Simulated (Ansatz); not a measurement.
# ZnS: properties at the relaxed cell

The task here is to estimate one member of a computed series from the others.

Program: Ansatz 0.2.0. Level of theory: DFT PBE, scalar-relativistic, plane waves, PAW. These are calculated values, not measurements.

1 further run of the same task is left out (set aside as unsound or not needed).

### The system as given

It takes space group P3m1 (No. 156, trigonal). The conventional cell has a = 3.848 Å, b = 3.848 Å, c = 25.164 Å, α = 90.00°, β = 90.00°, γ = 120.00°. Zn (site symmetry 3m) has 4 S at 2.36 Å as nearest neighbours. Only part of the 16 independent sites is listed.

Coordinates:

```xyz
16
Lattice="3.8481 0.0000 0.0000 -1.9240 3.3325 0.0000 0.0000 0.0000 25.1641" Properties=species:S:1:pos:R:3 pbc="T T T"
Zn    0.0000    2.2217    3.1495
Zn    0.0000    0.0000    0.0066
Zn    1.9240    1.1108   15.7234
Zn    1.9240    1.1108   22.0234
Zn    0.0000    0.0000   18.8709
Zn    0.0000    2.2217   12.5800
Zn    0.0000    0.0000    9.4365
Zn    1.9240    1.1108    6.2930
S     1.9240    1.1108    8.6504
S     1.9240    1.1108   18.0805
S     0.0000    2.2217    5.5069
S     0.0000    0.0000   21.2321
S     1.9240    1.1108   24.3841
S     0.0000    0.0000    2.3634
S     0.0000    2.2217   14.9374
S     0.0000    0.0000   11.7939
```

It goes back to an entry of the Materials Project, which need not be the stable form.

It is the result of an earlier relaxation at this level (volume 20.17 Å³/atom; gap on the mesh: 2.03 eV).

Set-up of the first run:

File input.yaml:

```yaml
crystal:
  lattice:
    - [3.8091947201, 0.0, 0.0]
    - [-1.9045973601, 3.2988593955, 0.0]
    - [0.0, 0.0, 24.909926945]
  atoms:
    - { symbol: Zn, position: [0.3333333333, 0.6666666667, 0.1251575801] }
    - { symbol: Zn, position: [0.0, 0.0, 0.0002629988] }
    - { symbol: Zn, position: [0.6666666667, 0.3333333333, 0.6248324129] }
    - { symbol: Zn, position: [0.6666666667, 0.3333333333, 0.8751883806] }
    - { symbol: Zn, position: [0.0, 0.0, 0.7499146686] }
    - { symbol: Zn, position: [0.3333333333, 0.6666666667, 0.4999181653] }
    - { symbol: Zn, position: [0.0, 0.0, 0.3749978189] }
    - { symbol: Zn, position: [0.6666666667, 0.3333333333, 0.2500776401] }
    - { symbol: S, position: [0.6666666667, 0.3333333333, 0.3437595417] }
    - { symbol: S, position: [0.6666666667, 0.3333333333, 0.7185047828] }
    - { symbol: S, position: [0.3333333333, 0.6666666667, 0.2188391387] }
    - { symbol: S, position: [0.0, 0.0, 0.8437460603] }
    - { symbol: S, position: [0.6666666667, 0.3333333333, 0.9690014798] }
    - { symbol: S, position: [0.0, 0.0, 0.093920945] }
    - { symbol: S, position: [0.3333333333, 0.6666666667, 0.5935995606] }
    - { symbol: S, position: [0.0, 0.0, 0.468679826] }
basis:
  ecutwfc: 420
kpoints:
  mp_grid: { grid: [9, 9, 2] }
hamiltonian:
  xc: pbe
scf:
  occupations: { method: gaussian, width: 0.02 }
output:
  forces: true
  stress: true
  eigenvalues: true
relax:
  adjacent_minimum: "off"
  f_tol: 0.01
  max_steps: 30
  cell: { stress_tol: 0.1, fix: [volume] }
```

The run is started by

```
> ansatz run input.yaml --threads 8 --pin off --max-ram 22528MiB --backend cpu --events-out ev --progress --plain --runs-dir out
```

Steps of the session up to this table: Point at V/V0 = 0.97; Volume × 1.03; Point at V/V0 = 0.94; Point at V/V0 = 1.06; Point at V/V0 = 0.91; Point at V/V0 = 1.10; The cell scaled to 0.88 of its volume.

One of the session's tables, all rows but one given; the rest of the session is left out.

It belongs to the step «Energy against volume». 

| volume (Å³/atom) | energy above the lowest point (meV/atom) | pressure (GPa) | gap on the mesh (eV) |
| --- | --- | --- | --- |
| 17.748 | 79.2 | 11.78 | 2.59 |
| 18.354 | 42.0 | 8.07 | 2.44 |
| 18.959 | 17.6 | 4.93 | 2.30 |
| 19.564 | 4.2 | 2.26 | 2.16 |
| 20.169 | 0.0 | 0.00 | 2.03 |
| 20.774 | ? | ? | ? |
| 21.379 | 14.2 | -3.55 | 1.78 |
| 22.186 | 36.7 | -5.35 | 1.63 |

**Question.** Estimate the row for volume (Å³/atom) = 20.774.

Worked estimate for «energy above the lowest point (meV/atom)». A straight line through the neighbours (20.169, 0.0) and (21.379, 14.2) gives 0.0 + (14.2 − 0.0) × (20.774 − 20.169) / (21.379 − 20.169) = 7.1; a parabola fitted to 4 rows on both sides gives 3.9.

**Answer.** energy above the lowest point (meV/atom): 3.7; pressure (GPa): -1.92; gap on the mesh (eV): 1.90. In «energy above the lowest point (meV/atom)» the line misses by +3.4 and the parabola by +0.2.
